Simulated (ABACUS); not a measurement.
**Ti under changes of volume**

One of the cells (17.636 Å³/atom); the others are scaled copies at fixed shape and fractional positions:

```
Ti
1.0
     2.95000    0.00000    0.00000
    -1.47500    2.55477    0.00000
     0.00000    0.00000    4.68000
Ti
2
Direct
  0.66667 0.33333 0.75000
  0.33333 0.66667 0.25000
```

```yaml
Program: ABACUS 3.10.1
Functional: PBE
Potentials_or_basis: PseudoDojo NC SR 0.4.1 PBE standard
Cutoff: 1143 eV
Density_cutoff: 4572 eV
Basis: plane waves
k_mesh: 10 × 10 × 6
Occupations: fermi-dirac, width 0.05 eV
Spin: no spin polarisation
```

```csv
volume (Å³/atom),energy over the lowest point (meV/atom),pressure (GPa)
16.577,14.80,6.0
16.930,4.60,3.3
17.283,0.00,0.9
17.636,0.53,-1.4
17.988,5.76,-3.4
18.341,?,?
18.694,28.76,-7.0
```

Question: What does the run at 18.341 Å³/atom give?

Answer: Energy over the lowest point 15.30 meV/atom; pressure -5.3 GPa.

Worked out: A Birch-Murnaghan fit of order 3 (a polynomial in V^(-2/3)) to the other rows has its minimum at 17.42 Å³/atom with B0 = V·E''(V) = 111 GPa and B' = 3.4 at fixed shape and positions, which overstates the stiffness. It gives 15.29 meV/atom at 18.341 Å³/atom, against the run's 15.30, and -dE/dV = -5.2 GPa, against -5.3.

Energies are extrapolated to zero smearing.
